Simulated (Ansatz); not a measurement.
BeS in the NiAs structure (r2SCAN geometry), in Ansatz:

```cif
data_structure
_symmetry_space_group_name_H-M 'P 1'
_symmetry_Int_Tables_number 1
_cell_length_a 3.3002
_cell_length_b 3.3002
_cell_length_c 5.2552
_cell_angle_alpha 90.000
_cell_angle_beta 90.000
_cell_angle_gamma 120.000
_cell_volume 49.57
loop_
_atom_site_label
_atom_site_type_symbol
_atom_site_fract_x
_atom_site_fract_y
_atom_site_fract_z
_atom_site_occupancy
Be1 Be 0.00000 0.00000 0.00000 1
Be2 Be 0.00000 0.00000 0.50000 1
S1 S 0.33333 0.66667 0.25000 1
S2 S 0.66667 0.33333 0.75000 1
```

G0W0@PBE with 186 empty bands, a screening cutoff of 140 eV and a 6×6×4 mesh (PAW, contour deformation) gives 2.202 eV over the mesh points, from a PBE gap of 1.456 eV; it sums over 194 bands with 185 plane waves in the screening and a wave cutoff of 420 eV. The G0W0 figures hold for the stated bands, cutoff and mesh and aren't extrapolated. Simulation only: spin-unpolarised, and no claim that this is the phase found in nature.

Task: Estimate the gap with starting point r2SCAN, with them a wave cutoff of 500 eV.

Result: 2.378 eV (+0.176 eV), from a Kohn-Sham gap of 1.805 eV.

Task: Another run gave a Kohn-Sham gap of 1.448 eV and a G0W0 gap of 2.174 eV, summing over 194 bands with 185 plane waves in the screening and a wave cutoff of 420 eV. What was changed?

Result: Starting point LDA. The Kohn-Sham gap has moved while bands and screening basis stay.
